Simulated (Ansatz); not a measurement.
ZnS (Wurtzite-4H):

```
Zn S
1.0
     3.82270    0.00000    0.00000
    -1.91135    3.31056    0.00000
     0.00000    0.00000   12.52000
Zn S
4 4
Cartesian
  1.9114 1.1035 9.3900
  0.0000 2.2070 3.1300
  0.0000 0.0000 6.2600
  0.0000 0.0000 0.0000
  1.9114 1.1035 11.7375
  0.0000 2.2070 5.4775
  0.0000 0.0000 8.6075
  0.0000 0.0000 2.3475
```

Program: Ansatz 0.2.0. Alike in all runs: task band structure; potentials or basis Ansatz PAW; no spin polarisation; cell as given; smearing fermi-dirac 0.05 eV.

Order these runs on this cell by their band gap on the k mesh, lowest first.
A. level r2SCAN; k mesh 8 × 8 × 3; cutoff (eV) 500; points for each segment of the path 10
B. level LDA; k mesh 8 × 8 × 3; cutoff (eV) 420; points for each segment of the path 10
C. level PBE0; k mesh 6 × 6 × 2; cutoff (eV) 420; points for each segment of the path 4
D. level revPBE; k mesh 8 × 8 × 3; cutoff (eV) 420; points for each segment of the path 10
E. level HSE06; k mesh 6 × 6 × 2; cutoff (eV) 420; points for each segment of the path 4

B (1.87 eV), D (2.25 eV), A (2.69 eV), E (3.35 eV), C (4.02 eV).

A k mesh can miss the band edges.

Not every run made on this cell is shown here.
